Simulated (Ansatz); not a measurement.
ZnGa2O4 with kpoints.mp_grid.grid, scf.max_iter changed

Computed with the plane-wave PAW code Ansatz (scalar-relativistic, PAW set soft_2): PBEsol, no spin polarisation, 420 eV cutoff, k-mesh 2×2×2. These are the settings of the reference run.

Cell:

```
cell
1.0
     4.1699   -4.1699    0.0000
     0.0000   -4.1699   -4.1699
     4.1699    0.0000   -4.1699
Zn Ga O
2 4 8
Direct
  0.5000 0.5000 0.5000
  0.7500 0.7500 0.7500
  0.1250 0.1250 0.6250
  0.6250 0.1250 0.1250
  0.1250 0.1250 0.1250
  0.1250 0.6250 0.1250
  0.3411 0.8863 0.8863
  0.3637 0.3637 0.9089
  0.3637 0.9089 0.3637
  0.3637 0.3637 0.3637
  0.8863 0.3411 0.8863
  0.8863 0.8863 0.8863
  0.9089 0.3637 0.3637
  0.8863 0.8863 0.3411
```

The reference run of this cell is solved again as a single point with these keys changed:

| key | reference run | changed run |
| --- | --- | --- |
| kpoints.mp_grid.grid | [2, 2, 2] | [2, 3, 3] |
| scf.max_iter | not typed | 100 |

How does the changed run end?



| quantity | reference run | changed run |
| --- | --- | --- |
| energy, changed less reference (meV an atom) | 0 | -11.0 |
| pressure (GPa) | 0.0 | 0.0 |
| largest force (eV/Å) | 0.02 | 0.01 |
| gap on the mesh (eV) | 2.55 | 2.51 |

The energy moves by 11 meV an atom (0.15 eV for the cell). It took 8 iterations from the trained starting density. The change was made on purpose as a fault (a mesh that breaks the symmetry); the changed values aren't properties of ZnGa2O4. A gap taken on a mesh is an upper bound, since the band edges can lie between its points.

Caveats: a single point, atoms not relaxed again; semilocal functionals make gaps too small and can close them.
